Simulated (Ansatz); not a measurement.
# Si$_{2}$Mo at several levels of theory

One geometry, relaxed with PBE, and single points on it; plane waves with PAW potentials in Ansatz, scalar-relativistic unless the row names spin-orbit coupling. No spin polarisation. Meshes are on the primitive cell of 3 atoms. Gaps are the least over mesh and band path; pressure is positive in compression. Smearing is Gaussian, 0.10 eV.

Space group I4/mmm (No. 139). a = 3.217 Å, b = 3.217 Å, c = 7.873 Å, α = 90.00°, β = 90.00°, γ = 90.00°
```tsv
atom	site	symmetry	x	y	z
Si	4e	4mm	0.0000	0.0000	0.3351
Mo	2a	4/mmm	0.0000	0.0000	0.0000
```

```tsv
level	cutoff (eV)	k mesh	gap (eV)	pressure (GPa)	rough cost with bands (core-min)
PBE	420	18×18×18	0	0.0	1
```

What do r2SCAN, PBE with spin-orbit coupling, PBEsol give on the same cell?

| level | cutoff (eV) | k mesh | gap (eV) | pressure (GPa) | rough cost with bands (core-min) |
| --- | --- | --- | --- | --- | --- |
| r2SCAN | 500 | 18×18×18 | 0 | -3.6 | 1.8 |
| PBE with spin-orbit coupling | 420 | 18×18×18 | 0 | 0.0 | 1.8 |
| PBEsol | 420 | 18×18×18 | 0 | -4.9 | 1.1 |